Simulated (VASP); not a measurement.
# Bi: convergence, band structure

Bi, R-3m (no. 166), 2 atoms in the cell. RPBE; PAW potentials Bi_d (PBE set). VASP 6.6.1.

Wanted: band energies at the path's corners within 0.02 eV.

What the run is for: bands; Accuracy asked: standard; Route: KPOINTS_OPT.

Band energies at the path's corners: counted from the Fermi level of the mesh, whose own shifts they hold.

POSCAR:
```
Bi
1.0
    2.2675000000      1.3091417354      3.9380000000
   -2.2675000000      1.3091417354      3.9380000000
    0.0000000000     -2.6182834708      3.9380000000
Bi
2
Direct
    0.7660000000      0.7660000000      0.7660000000
    0.2340000000      0.2340000000      0.2340000000
```

The series start from Plane-wave cutoff (eV): 280; Smearing width (eV): 0.07; k-point mesh: 8 × 8 × 8; Electronic threshold (eV): 1e-6; Precision mode (PREC): Accurate; Bands in all (NBANDS): 30; Aspherical gradient terms in the spheres (LASPH): yes. Each series keeps the choices made before it, and each single choice may use up half of a tolerance.

## Plane-wave cutoff (eV)

| Plane-wave cutoff (eV) | Band energies at the path's corners, largest deviation (eV) | Time (s) |
|---|---|---|
| 200 | 0.012 | 15 |
| 240 | 0.004 | 15 |
| 280 | 0.004 | 30 |
| 320 | 0.002 | 32 |
| 390 | 0.000 | 43 |
| 490 (reference) | 0.000 | 56 |

Chosen: 240, the loosest value from which every tighter one stays within half of the tolerance.

## Smearing width (eV)

| Smearing width (eV) | Band energies at the path's corners, largest deviation (eV) | Time (s) |
|---|---|---|
| 0.3 | 0.101 | 15 |
| 0.2 | 0.080 | 15 |
| 0.15 | 0.062 | 15 |
| 0.1 | 0.035 | 16 |
| 0.07 | 0.016 | 15 |
| 0.04 (reference) | 0.000 | 15 |

Chosen: 0.04; the next looser run is off by more than half of the tolerance, so convergence isn't shown beyond this value.

## k-point mesh

| k-point mesh | Band energies at the path's corners, largest deviation (eV) | Time (s) |
|---|---|---|
| 4 × 4 × 4 | 0.220 | 10 |
| 8 × 8 × 8 | 0.008 | 15 |
| 10 × 10 × 10 | 0.010 | 20 |
| 12 × 12 × 12 (reference) | 0.000 | 27 |

Chosen: 8 × 8 × 8.

## Electronic threshold (eV)

| Electronic threshold (eV) | Band energies at the path's corners, largest deviation (eV) | Time (s) |
|---|---|---|
| 0.001 | 0.002 | 12 |
| 0.0001 | 0.000 | 14 |
| 1e-5 | 0.000 | 14 |
| 1e-6 | 0.000 | 15 |
| 1e-7 (reference) | 0.000 | 17 |

Chosen: 0.001.

## Precision mode (PREC)

| Precision mode (PREC) | Band energies at the path's corners, largest deviation (eV) | Time (s) |
|---|---|---|
| SingleN | 0.026 | 10 |
| Normal | 0.002 | 10 |
| Accurate (reference) | 0.000 | 12 |

Chosen: Normal.

## Bands in all (NBANDS)

| Bands in all (NBANDS) | Band energies at the path's corners, largest deviation (eV) | Time (s) |
|---|---|---|
| 20 | 0.000 | 7.1 |
| 21 | 0.000 | 7.1 |
| 22 | 0.000 | 8.3 |
| 24 | 0.001 | 9.1 |
| 30 | 0.001 | 10 |
| 40 (reference) | 0.000 | 13 |

Chosen: 20.

## Aspherical gradient terms in the spheres (LASPH)

| Aspherical gradient terms in the spheres (LASPH) | Band energies at the path's corners, largest deviation (eV) | Time (s) |
|---|---|---|
| no | 0.001 | 6.6 |
| yes (reference) | 0.000 | 7.1 |

Chosen: no.

## All choices together

| Input | Band energies at the path's corners, largest deviation (eV) | Time (s) |
|---|---|---|
| the program's defaults (naive) | 0.213 | 7.0 |
| chosen settings | 0.005 | 6.6 |
| reference settings throughout | 0.000 | 150 |

The chosen settings stay within the tolerance of the reference run, but the reference itself isn't shown to be converged in: Smearing width (eV).

## The input

INCAR:
```
SYSTEM = Bi
GGA = RP
ISMEAR = 0
SIGMA = 0.04
LWAVE = .False.
LCHARG = .False.
NBANDS = 20
PREC = Normal
LASPH = .False.
LREAL = .False.
ALGO = Normal
EDIFF = 0.001
NELM = 120
GGA_COMPAT = .False.
ENCUT = 240
KPAR = 2
```

KPOINTS:
```
Automatic mesh
0
Gamma
  8 8 8
  0 0 0
```

KPOINTS_OPT:
```
path GLB1,BZGX,QFP1Z,LP
12
line-mode
reciprocal
 0.0000000000  0.0000000000  0.0000000000  G
 0.5000000000  0.0000000000  0.0000000000  L

 0.5000000000  0.0000000000  0.0000000000  L
 0.5000000000  0.2403434496 -0.2403434496  B1

 0.7596565504  0.5000000000  0.2403434496  B
 0.5000000000  0.5000000000  0.5000000000  Z

 0.5000000000  0.5000000000  0.5000000000  Z
 0.0000000000  0.0000000000  0.0000000000  G

 0.0000000000  0.0000000000  0.0000000000  G
 0.3701717248  0.0000000000 -0.3701717248  X

 0.6298282752  0.3701717248  0.0000000000  Q
 0.5000000000  0.5000000000  0.0000000000  F

 0.5000000000  0.5000000000  0.0000000000  F
 0.6298282752  0.6298282752  0.2403434496  P1

 0.6298282752  0.6298282752  0.2403434496  P1
 0.5000000000  0.5000000000  0.5000000000  Z

 0.5000000000  0.0000000000  0.0000000000  L
 0.7596565504  0.3701717248  0.3701717248  P
```

Commands:
```
cat potpaw_PBE.64/Bi_d/POTCAR > POTCAR
mpirun -np 2 vasp_std > vasp.out
```

Limits: Spin-orbit coupling is off, though it shifts bands of the heavy elements by a tenth of an eV or more.

The chosen input took VASP 6.6.1 6.6 s on 2 cores (Intel Xeon Platinum 8559C (Emerald Rapids)), a shared host.

## An input that fails: fixed density asked without a density file

VASP's message: ERROR: charge density could not be read from file CHGCAR for ICHARG>10.

Changes against the starting input:
```
- NELM = 120
+ NELM = 96
+ ICHARG = 11
```
